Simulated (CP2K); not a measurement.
Crystal: NaI.

```
I Na
1.0
     4.57696    0.00000    0.00000
     2.28848    3.96376    0.00000
     2.28848    1.32125    3.73707
I Na
1 1
Direct
  0.50000 0.50000 0.50000
  0.00000 0.00000 0.00000
```

Base run:

- Program: CP2K 2026.2
- Functional: PBEsol
- Potentials or basis: POTENTIAL_UZH I GTH-PBE-q7, Na GTH-PBE-q9; TZVP-MOLOPT-PBE-GTH basis
- Density cutoff: 19048 eV
- k mesh: 7 × 7 × 7
- Occupations: fermi-dirac, width 0.05 eV
- Spin: no spin polarisation

Its results: band gap on the k mesh 3.44 eV, direct; pressure -0.1 GPa.

Question: After a change of settings the same cell gave: band gap on the k mesh 3.86 eV, direct; pressure 1.7 GPa. Which change was it?
A. functional from PBEsol to revPBE
B. functional from PBEsol to BEEF-vdW
C. functional from PBEsol to TASK
D. functional from PBEsol to LDA

Answer: A.

revPBE binds less tightly than PBEsol, so the same cell stands under more pressure.

Caveats: the potentials were made for another functional, which shifts forces and pressure; spin-orbit coupling is left out, which moves the levels of the heavy elements; the basis of atomic orbitals isn't converged, which shifts pressures, moduli and gaps.

Runs at the PBE level aren't shown here.
